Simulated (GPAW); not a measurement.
## Pb in GPAW: the effect of functional

The system is Pb.

```
CELL_PARAMETERS angstrom
-1.97966 1.97966 1.97966
1.97966 -1.97966 1.97966
1.97966 1.97966 -1.97966
ATOMIC_POSITIONS crystal
Pb 0.00000 0.00000 0.00000
```

This isn't the form of Pb at room conditions, which is fcc.

| Item | Value |
| --- | --- |
| Program | GPAW 26.7.0 |
| Cutoff | 510 eV |
| Basis | pw |
| k mesh | 9 × 9 × 9 |
| Occupations | fermi-dirac, width 0.05 eV |
| Spin | no spin polarisation |
| Task of each run | Fermi surface |

The series moves functional from these settings.

```csv
functional,pressure (GPa)
LDA,-3.879
PBEsol,-2.436
PBE,0.3193
r2SCAN,-0.8289
RPBE,1.86
AM05,?
WC,-2.338
revPBE,1.429
SCAN,-1.386
BLYP,3.854
```

**Question.** What does the run at AM05 give?

**Answer.** Pressure (GPa) -2.114.
